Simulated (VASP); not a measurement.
# Na (Im-3m) in VASP: settings compared

One crystal, Na, is run at these levels: TPSS+D3, LDA, AM05; tasks: density of states, band structure.

Program: VASP 6.6.1. These are calculated values, not measurements. Logs are shortened: lines on timing, memory, paths and dates and some standing lists are left out, and cuts for length are marked.

## (1) The crystal as given

Symmetry: Im-3m, No. 229, cubic system. Conventional cell: a = 4.282 Å, b = 4.282 Å, c = 4.282 Å, α = 90.00°, β = 90.00°, γ = 90.00°. Na (site symmetry m-3m) has 8 Na at 3.71 Å as nearest neighbours.

## (2) Density of states, TPSS+D3

The input, run.py:

```python
from ase.calculators.vasp import Vasp
from ase.dft.dos import DOS
from ase.spacegroup import crystal

atoms = crystal(
    ['Na'],
    basis=[[0.0, 0.0, 0.0]],
    spacegroup=229,
    setting=1,
    cellpar=[4.282, 4.282, 4.282, 90.0, 90.0, 90.0],
    primitive_cell=True,
)
calc = Vasp(
    directory='calc',
    xc='tpss',
    pp='PBE',
    setups='recommended',
    prec='Accurate',
    encut=520,
    ediff=1e-07,
    ismear=-1,
    sigma=0.02,
    lreal=False,
    lasph=True,
    nelm=60,
    algo='Normal',
    isif=2,
    lwave=False,
    lcharg=False,
    lmixtau=True,
    ivdw=11,
    lorbit=11,
    isym=1,
    kpts=[9, 9, 9],
    gamma=True,
)
atoms.calc = calc

print('energy (eV):', atoms.get_potential_energy())
print('free energy (eV):', atoms.get_potential_energy(force_consistent=True))
print('forces (eV/A):')
print(atoms.get_forces())
print('stress (eV/A^3, Voigt):', atoms.get_stress())
print('Fermi level (eV):', calc.get_fermi_level())
dos = DOS(calc, width=0.05, window=(-10, 10), npts=301)
print('E - E_F (eV), DOS (1/eV)')
for e, g in zip(dos.get_energies(), dos.get_dos()):
    print(f'{e:8.3f} {g:10.4f}')
```

Potentials or basis: VASP PAW PBE potentials, release 64 (Na_pv).

Command:

```sh
python run.py
```

Output:

```text
energy (eV): -4.98654775
free energy (eV): -4.98696026
forces (eV/A):
[[0. 0. 0.]]
stress (eV/A^3, Voigt): [ 0.00261349  0.00261349  0.00261349 -0.         -0.         -0.        ]
Fermi level (eV): 0.15871798
E - E_F (eV), DOS (1/eV)
 -10.000     0.0000
  -9.933     0.0000
  -9.867     0.0000
  -9.800     0.0000
  -9.733     0.0000
  -9.667     0.0000
[... 293 lines left out ...]
   9.933     1.0052
  10.000     0.0897
```

Wall time 39 s (1 thread of Intel Xeon Platinum 8488C (Sapphire Rapids), shared host); peak memory 0.15 GiB.

What came out:

```yaml
Free_energy: -4.9870 eV
Pressure: -0.4 GPa
Band_gap_on_the_k_mesh: none (metal or under the smearing width)
Valence_electrons_inside_the_program's_atomic_spheres: Na 6.06
Dispersion_energy_per_atom: -0.221 eV
```

States per cell in windows of 1 eV (zero at the Fermi level; states under -8 eV left out):
```csv
from (eV),total,Na1_s,Na1_p,Na1_d
-8.0,0.00,0.00,0.00,0.00
-7.0,0.00,0.00,0.00,0.00
-6.0,0.00,0.00,0.00,0.00
-5.0,0.00,0.00,0.00,0.00
-4.0,0.00,0.00,0.00,0.00
-3.0,0.16,0.02,0.00,0.00
-2.0,0.31,0.03,0.01,0.00
-1.0,0.44,0.03,0.01,0.00
0.0,0.53,0.03,0.02,0.00
1.0,0.51,0.02,0.02,0.00
2.0,0.64,0.03,0.03,0.00
3.0,0.71,0.03,0.03,0.00
4.0,0.70,0.04,0.04,0.00
5.0,0.80,0.03,0.04,0.00
6.0,0.82,0.04,0.05,0.00
7.0,0.60,0.02,0.04,0.00
```

Caveat: the PAW data sets were made with another functional, which shifts forces and pressure a little; pairwise dispersion overbinds metals, which lowers pressure and volume.

## (3) Band structure, LDA

The input, run.py:

```python
from ase import Atoms
from ase.calculators.vasp import Vasp
from ase.dft.bandgap import bandgap

atoms = Atoms(
    ['Na'],
    cell=[[-2.141, 2.141, 2.141], [2.141, -2.141, 2.141], [2.141, 2.141, -2.141]],
    scaled_positions=[[0.0, 0.0, 0.0]],
    pbc=True,
)
calc = Vasp(
    directory='calc',
    xc='lda',
    pp='LDA',
    setups='recommended',
    prec='Accurate',
    encut=520,
    ediff=1e-06,
    ismear=0,
    sigma=0.05,
    lreal=False,
    lasph=True,
    nelm=60,
    algo='Normal',
    isif=2,
    lwave=False,
    lcharg=True,
    kpts=[9, 9, 9],
    gamma=True,
    nbands=10,
)
atoms.calc = calc

print('energy (eV):', atoms.get_potential_energy())
print('free energy (eV):', atoms.get_potential_energy(force_consistent=True))
efermi = calc.get_fermi_level()
print('Fermi level (eV):', efermi)
path = atoms.cell.bandpath(npoints=60, eps=1e-4)
print('path:', path.path)
calc.set(kpts=path.kpts, reciprocal=True, icharg=11, isym=0, lcharg=False)
calc.calculate(atoms)
print('gap on the path (eV):', bandgap(calc, efermi=efermi)[0])
print('direct gap on the path (eV):', bandgap(calc, efermi=efermi, direct=True)[0])
```

Potentials or basis: VASP PAW LDA potentials, release 64 (Na_pv).

Command:

```sh
python run.py
```

Wall time 13 s (1 thread of Intel Xeon Platinum 8488C (Sapphire Rapids), shared host); peak memory 0.13 GiB.

It converged, with:

```
Band gap along the path : none (metal or under the smearing width)
```

Levels at the corners of the path, in eV from the Fermi level:
| point | band 1 | band 2 | band 3 | band 4 | band 5 | band 6 | band 7 | band 8 |
| --- | --- | --- | --- | --- | --- | --- | --- | --- |
| Γ | -24.93 | -24.93 | -24.93 | -3.10 | 11.35 | 11.35 | 11.35 | 12.41 |
| H | -24.95 | -24.95 | -24.95 | 4.56 | 4.56 | 4.72 | 4.72 | 4.72 |
| N | -24.96 | -24.94 | -24.93 | 0.83 | 1.18 | 8.04 | 8.70 | 8.99 |
| Γ | -24.93 | -24.93 | -24.93 | -3.10 | 11.35 | 11.35 | 11.35 | 12.41 |
| P | -24.94 | -24.94 | -24.94 | 2.72 | 2.72 | 2.72 | 4.01 | 16.67 |
| H | -24.95 | -24.95 | -24.95 | 4.56 | 4.56 | 4.72 | 4.72 | 4.72 |
| P | -24.94 | -24.94 | -24.94 | 2.72 | 2.72 | 2.72 | 4.01 | 16.67 |
| N | -24.96 | -24.94 | -24.93 | 0.83 | 1.18 | 8.04 | 8.70 | 8.99 |

Caveat: the log is that of the step along the path at fixed density, whose energy, stress, charges and moments have no meaning.

## (4) Density of states, AM05 (volume scaled by 1.08)

The input, run.py:

```python
from ase.calculators.vasp import Vasp
from ase.dft.dos import DOS
from ase.io import read

atoms = read('Na.xyz')
calc = Vasp(
    directory='calc',
    xc='am05',
    pp='PBE',
    setups='minimal',
    pp_version='54',
    prec='Accurate',
    encut=500,
    ediff=1e-06,
    ismear=0,
    sigma=0.05,
    lreal=False,
    lasph=True,
    nelm=100,
    algo='Normal',
    isif=2,
    lwave=False,
    lcharg=False,
    lorbit=11,
    kpts=[9, 9, 9],
    gamma=True,
)
atoms.calc = calc

print('energy (eV):', atoms.get_potential_energy())
print('free energy (eV):', atoms.get_potential_energy(force_consistent=True))
print('forces (eV/A):')
print(atoms.get_forces())
print('stress (eV/A^3, Voigt):', atoms.get_stress())
print('Fermi level (eV):', calc.get_fermi_level())
dos = DOS(calc, width=0.05, window=(-10, 10), npts=301)
print('E - E_F (eV), DOS (1/eV)')
for e, g in zip(dos.get_energies(), dos.get_dos()):
    print(f'{e:8.3f} {g:10.4f}')
```

The input, Na.xyz:

```xyz
1
Lattice="-2.1966351011 2.1966351011 2.1966351011 2.1966351011 -2.1966351011 2.1966351011 2.1966351011 2.1966351011 -2.1966351011" Properties=species:S:1:pos:R:3 pbc="T T T"
Na     0.0000000000      0.0000000000      0.0000000000
```

Potentials or basis: VASP PAW PBE potentials, release 54 (Na).

Command:

```sh
python run.py
```

It took 6.2 s on 1 thread of Intel Xeon Platinum 8488C (Sapphire Rapids), shared host; peak memory 0.14 GiB.

The run converged. Its results:

```yaml
Free_energy: -1.2934 eV
Pressure: -0.8 GPa
Band_gap_on_the_k_mesh: none (metal or under the smearing width)
Valence_electrons_inside_the_program's_atomic_spheres: Na 0.11
```

Levels at points of the mesh, in eV from the Fermi level:
```
           k point  band 1  band 2  band 3
(0.00, 0.00, 0.00)   -2.94   10.96   10.96
```

States per cell in windows of 0.5 eV (zero at the Fermi level; states under -3 eV left out):
```csv
from (eV),total,Na1_p,Na1_s,Na1_d
-3.0,0.05,0.00,0.01,0.00
-2.5,0.11,0.00,0.01,0.00
-2.0,0.19,0.00,0.02,0.00
-1.5,0.15,0.00,0.01,0.00
-1.0,0.19,0.00,0.02,0.00
-0.5,0.30,0.01,0.02,0.00
0.0,0.22,0.01,0.01,0.00
0.5,0.38,0.02,0.02,0.00
1.0,0.20,0.01,0.01,0.00
1.5,0.31,0.02,0.01,0.00
2.0,0.44,0.02,0.03,0.00
2.5,0.26,0.01,0.01,0.00
3.0,0.45,0.03,0.02,0.00
3.5,0.24,0.01,0.01,0.00
4.0,0.53,0.03,0.03,0.00
4.5,0.29,0.03,0.01,0.00
5.0,0.57,0.04,0.02,0.00
5.5,0.34,0.03,0.01,0.00
6.0,0.52,0.04,0.02,0.00
6.5,0.39,0.03,0.02,0.00
7.0,0.34,0.03,0.01,0.00
7.5,0.52,0.05,0.02,0.00
```

Caveat: the PAW data sets were made with another functional, which shifts forces and pressure a little.

## (5) For comparison

An earlier run on the cell as given: functional PBE; potentials or basis VASP PAW PBE potentials, release 64 (Na_pv); cutoff 520 eV; k mesh 9 × 9 × 9; occupations fermi-dirac, width 0.05 eV; no spin polarisation.

* Pressure: -0.4 GPa
* Band gap on the k mesh: none (metal or under the smearing width)

## (6) Summary

```csv
task,level,potentials or basis,cell,cutoff (eV),smearing,other keys,gap on the mesh (eV),pressure (GPa)
density of states,TPSS+D3,"VASP PAW PBE potentials, release 64 (Na_pv)",as given,520,fermi-dirac 0.02 eV,ISYM = 1,none,-0.4
band structure,LDA,"VASP PAW LDA potentials, release 64 (Na_pv)",as given,520,gaussian 0.05 eV,-,-,-
density of states,AM05,"VASP PAW PBE potentials, release 54 (Na)",volume scaled by 1.08,500,gaussian 0.05 eV,-,none,-0.8
single point,PBE,"VASP PAW PBE potentials, release 64 (Na_pv)",as given,520,fermi-dirac 0.05 eV,-,none,-0.4
```

Alike in all rows: no spin polarisation; k mesh 9 × 9 × 9.

Caveats: the PAW data sets were made with another functional, which shifts forces and pressure a little (some runs); pairwise dispersion overbinds metals, which lowers pressure and volume (some runs).

Total energies depend on the potentials used, so only differences within one code and one set of settings carry meaning.
